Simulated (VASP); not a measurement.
Crystal: Te2Pt.

```
Pt Te
1.0
     4.03818    0.00000    0.00000
    -2.01909    3.49716    0.00000
     0.00000    0.00000    5.31096
Pt Te
1 2
Direct
  0.00000 0.00000 0.00000
  0.33333 0.66667 0.25685
  0.66667 0.33333 0.74315
```

The cell was built by a generator and needn't be a form met in nature.

Base run:

| Property | Result |
| --- | --- |
| Program | VASP 6.6.1 |
| Functional | PBEsol |
| Potentials or basis | VASP PAW PBE potentials, release 64 (Pt, Te) |
| Cutoff | 520 eV |
| k mesh | 6 × 6 × 4 |
| Occupations | fermi-dirac, width 0.02 eV |
| Spin | no spin polarisation |

Its results: band gap on the k mesh none (metal or under the smearing width); pressure -1.4 GPa; largest force 0.049 eV/Å.

Question: The run is repeated on the same cell with these changes: functional from PBEsol to HSE06; k mesh from 6 × 6 × 4 to 6 × 6 × 2. What comes out?

Answer: Band gap on the k mesh none (metal or under the smearing width); pressure -0.9 GPa; largest force 0.319 eV/Å.

Several settings changed at once, so the effect can't be laid on one alone.

Caveats: some runs use coarse meshes; the PAW data sets were made with another functional, which shifts forces and pressure a little.
